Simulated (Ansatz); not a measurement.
## Ta₂H: enthalpy against pressure

Ta₂H, P-4m2, a = 3.347 Å, c = 3.393 Å. The structure is a Materials Project entry; whether it is the stable form wasn't checked. Ansatz: PBEsol, PAW, 420 eV, Γ-centred 12×12×12 mesh on 3 atoms, Gaussian smearing 0.10 eV; no spin polarisation. Cell and atoms are relaxed at each pressure, and no other structure is tried, so the rows at high pressure may lie past a change of phase. y is the enthalpy over the state at zero pressure; there V0 = 12.668 Å³/atom. The pressures are the targets, met within 0.03 GPa.

```
P (GPa) y (eV/atom)
   -2.0      -0.1589
    0.0       0.0000
    2.0       0.1574
    5.0       0.3909
   10.0       0.7734
   20.0            ?
   40.0       2.9268
```

Question: Fit y = c1 P + c2 P² + c3 P³ to the other rows, say what c1 and c2 mean, and predict the missing value.

Answer: Least squares on the rows shown. y = 0.079070 P − 0.00018160 P² + 8.5249×10⁻⁷ P³. Since dH/dP = V, c1 is V0: 0.079070 eV/GPa × 160.2 = 12.667 Å³ against 12.668; c2 = −V0/(2B0) gives B0 = 218 GPa, where a Birch–Murnaghan fit to the volumes of the same runs (not shown) gives 214 GPa. At P = 20.0 the fit asked for gives 1.5156 eV/atom. The run gave 1.5163 eV/atom, so the fit is 0.0007 eV/atom too low, 0.023 % of the span of the series, against an rms of 0.00002 eV/atom on the fitted rows. With a term in P⁴ added, a fit to the same known rows predicts 1.5162 eV/atom, so most of the miss is curvature that the known rows already hold.

The mesh isn't the same in all rows (12×12×12, 14×14×14). Spin–orbit coupling is left out, which can shift energies with elements as heavy as these.